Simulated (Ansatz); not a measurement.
Strain response of Mg3Sb2

Theory: Ansatz, DFT PBE, scalar-relativistic, plane waves, PAW. (420 eV cutoff, 12×12×6 k-mesh, Gaussian smearing of 0.01 eV, no spin polarisation)

The relaxed crystal:

```
CELL_PARAMETERS angstrom
4.59387 0.00000 0.00000
-2.29693 3.97841 0.00000
0.00000 0.00000 7.27428
ATOMIC_POSITIONS crystal
Mg 0.33333 0.66667 0.63196
Mg 0.66667 0.33333 0.36804
Mg 0.00000 0.00000 0.00000
Sb 0.33333 0.66667 0.22563
Sb 0.66667 0.33333 0.77437
```

Deformation: biaxial strain in the a-b plane, with the length and tilt of c and the atoms relaxed, all within the symmetry that the strain leaves. Energies are extrapolated to zero smearing. Gaps are Kohn–Sham gaps over the whole zone.

Spin-orbit coupling is left out, which matters for the bands and energies of heavy elements.

| strain (%) | ΔE (meV/atom) | a (Å) | b (Å) | c (Å) | gap (eV) |
| --- | --- | --- | --- | --- | --- |
| -6.0 | 68.3 | 4.318 | 4.318 | 7.519 | 0.04 |
| -4.0 | 29.1 | 4.410 | 4.410 | 7.434 | 0.27 |
| -2.0 | 7.0 | 4.502 | 4.502 | 7.353 | 0.30 |
| +0.0 | 0.0 | 4.594 | 4.594 | 7.274 | 0.11 |
| +2.0 | 5.9 | 4.686 | 4.686 | 7.193 | metal |
| +4.0 | 22.3 | 4.778 | 4.778 | 7.102 | metal |
| +6.0 | 47.7 | 4.870 | 4.870 | 7.001 | metal |

Problem. What stiffness (1/V) d²E/dε² at zero strain does a cubic fit over all points give?

Solution. A cubic fit gives (1/V) d²E/dε² = 194 GPa at zero strain (twice the biaxial modulus).

Problem. How does the free axis c answer a small strain?

Solution. Between the innermost points its strain is -0.55 times the applied one.